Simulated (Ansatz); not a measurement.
TiO$_{2}$, DFT, PBE, PAW with Ansatz's default frozen-core files, scalar-relativistic (Ansatz 0.2.0), run on 2 threads of Arm Neoverse V1 on a shared host.

The geometry is COD entry 9007432, unchecked; take it as a test cell. The listed cell was then made from it by scaling, straining or moving an atom.

Command: `ansatz run input.yaml --threads 2 --pin off --max-ram 6144MiB --backend cpu --events-out ev --progress --plain --runs-dir out`

```yaml
crystal:
  lattice:
    - [4.594, 0.0, 0.0]
    - [0.0, 4.594, 0.0]
    - [0.0, 0.0, 2.87023]
  atoms:
    - { symbol: Ti, position: [0.0, 0.0, 0.0] }
    - { symbol: Ti, position: [0.5, 0.5, 0.5] }
    - { symbol: O, position: [0.306, 0.306, 0.0] }
    - { symbol: O, position: [0.194, 0.806, 0.5] }
    - { symbol: O, position: [0.694, 0.694, 0.0] }
    - { symbol: O, position: [0.806, 0.194, 0.5] }
kpoints:
  mp_grid: { grid: [7, 7, 10] }
scf:
  occupations: { method: fermi_dirac, width: 0.05 }
hamiltonian:
  xc: pbe
  pseudopotentials: { kind: paw }
output:
  forces: true
  stress: true
  eigenvalues: true
  efg: { contact_densities: true }
```

**Question.** How large is the problem that the program sets up?

**Answer.** 60 irreducible k-points, 1161 plane waves at Γ, 30 bands.

**Question.** Estimate the wall time and the peak memory.

**Answer.** 3.7 s of wall time for 7 SCF iterations, with a peak of 0.41 GiB. Times on shared machines scatter by tens of per cent.

**Question.** And the same cell and mesh by crystal-made all-electron datasets, asked for forces, stress, eigenvalues, efg, on the same hardware?

**Answer.** 18 s, peak memory 0.82 GiB.
